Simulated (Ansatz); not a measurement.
Level of theory: Ansatz 0.2.0, DFT PBE, scalar-relativistic, plane waves, PAW. All cells share a 420 eV cutoff and Γ-centred k meshes spaced at most about 0.3 Å⁻¹ (about 0.25 or finer for metals, 2π included). No spin polarisation in the final relaxations.

These are static total energies at zero pressure. All come from trial cells, and lower structures may exist.

Question: Order these relaxed structures of As by energy, lowest first, with the energy over the lowest of them.
A.

```
As
1.0
     4.56639    0.00000    0.00000
    -2.28320    3.95461    0.00000
     0.00000    0.00000    2.83001
As
2
Direct
  0.66667 0.33333 0.50000
  0.33333 0.66667 0.50000
```

B.

```
As
1.0
     2.90567    0.00000    0.00000
    -1.45283    2.51638    0.00000
     0.00000    0.00000    5.49754
As
2
Direct
  0.00000 0.00000 0.74580
  0.00000 0.00000 0.25420
```

Answer: A (0 meV/atom), B (58 meV/atom). Forms: A P6/mmm; B P6/mmm. Counting all near atoms (those within 1.25 times the shortest such distance or 1.15 times the sum of covalent radii, 1.27 where that leaves under three): A has As 5; B has As 8.

Cells relaxed within their symmetry can be saddle points. The part of the Crystallography Open Database at hand lists As in space groups No. 64, 166; no cell shown has one of them. Some candidate types were left out of the draw beforehand, so a known form may be missing.
